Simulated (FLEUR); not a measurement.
## CdSe (Cadmoselite): band structure with PBE

**The experiment to reproduce.**

From a printed reference work, data compilation, for a bulk crystal of CdSe at 2 K: band gap 1.841 eV.

CdSe (Cadmoselite):

```
CELL_PARAMETERS angstrom
4.30000 0.00000 0.00000
-2.15000 3.72391 0.00000
0.00000 0.00000 7.02000
ATOMIC_POSITIONS crystal
Cd 0.66667 0.33333 0.50000
Cd 0.33333 0.66667 0.00000
Se 0.66667 0.33333 0.88500
Se 0.33333 0.66667 0.38500
```

```json
{
  "Program": "FLEUR MaX-R8.1 (later development tree)",
  "Task": "band structure",
  "Functional": "PBE",
  "Potentials or basis": "all-electron",
  "Basis": "FLAPW",
  "Kmax": "3.5 1/bohr",
  "k mesh": "7 × 7 × 4",
  "Occupations": "fermi-dirac, width 0.05 eV",
  "Spin": "no spin polarisation",
  "inpgen profile": "veryFastHighL",
  "Gmax": "17.5 1/bohr",
  "Muffin-tin radii": "Cd 2.47, Se 2.1 bohr",
  "lmax": "Cd 9, Se 7",
  "Local orbitals a species": "Cd 5, Se 4",
  "Max iterations": "60",
  "Mixing factor": "0.05",
  "Mixer": "Anderson",
  "Mixer history": "15",
  "Density convergence": "1e-05 me/bohr^3"
}
```

```yaml
Band_gap_on_the_k_mesh: 0.70 eV, direct
Band_gap_along_the_path: 0.70 eV, direct
Valence_electrons_inside_the_program's_atomic_spheres: Cd 18.37; Se 13.59 (radii Cd 2.47, Se 2.1 bohr)
```

Levels at the corners of the path, in eV from the valence-band top:
```csv
point,band 34,band 35,band 36,band 37,band 38,band 39
Γ,-0.01,0.00,0.00,0.70,2.12,5.89
M,-1.86,-1.24,-0.83,3.23,3.31,4.81
K,-1.79,-1.79,-1.78,4.39,4.80,4.80
Γ,-0.01,0.00,0.00,0.70,2.12,5.89
A,-0.37,-0.37,-0.37,2.34,2.34,5.82
L,-1.38,-1.29,-1.29,2.99,2.99,4.79
H,-2.49,-1.06,-1.06,3.80,3.80,5.92
A,-0.37,-0.37,-0.37,2.34,2.34,5.82
L,-1.38,-1.29,-1.29,2.99,2.99,4.79
M,-1.86,-1.24,-0.83,3.23,3.31,4.81
K,-1.79,-1.79,-1.78,4.39,4.80,4.80
H,-2.49,-1.06,-1.06,3.80,3.80,5.92
```

Core levels (eV from the Fermi level):
| atom | levels |
| --- | --- |
| 1 Cd | 1s1/2 -26506.0, 2s1/2 -3930.7, 2p1/2 -3658.9, 2p3/2 -3466.4, 3s1/2 -729.4, 3p1/2 -620.5, 3p3/2 -586.2, 3d3/2 -393.5, 3d5/2 -386.5 |
| 2 Cd | 1s1/2 -26506.0, 2s1/2 -3930.7, 2p1/2 -3658.9, 2p3/2 -3466.4, 3s1/2 -729.4, 3p1/2 -620.5, 3p3/2 -586.2, 3d3/2 -393.5, 3d5/2 -386.5 |
| 3 Se | 1s1/2 -12494.4, 2s1/2 -1599.9, 2p1/2 -1434.5, 2p3/2 -1392.8, 3s1/2 -207.1, 3p1/2 -150.6, 3p3/2 -144.7 |
| 4 Se | 1s1/2 -12494.4, 2s1/2 -1599.9, 2p1/2 -1434.5, 2p3/2 -1392.8, 3s1/2 -207.1, 3p1/2 -150.6, 3p3/2 -144.7 |

Run time: 2.6 min on 1 thread of Arm Neoverse V2 (shared host), peak memory 0.13 GiB.

Against the measured gap of CdSe, 1.841 eV (2 K; a printed reference work, data compilation), the calculated 0.70 eV is off by -1.14 eV. So large a miss can be the level of theory's own, or it may mean another phase, state or a wrong row. Spin-orbit coupling on Cd, Se is left out. The value is that of PBE, without temperature or zero-point motion. Semilocal functionals fall short of measured gaps as a rule.
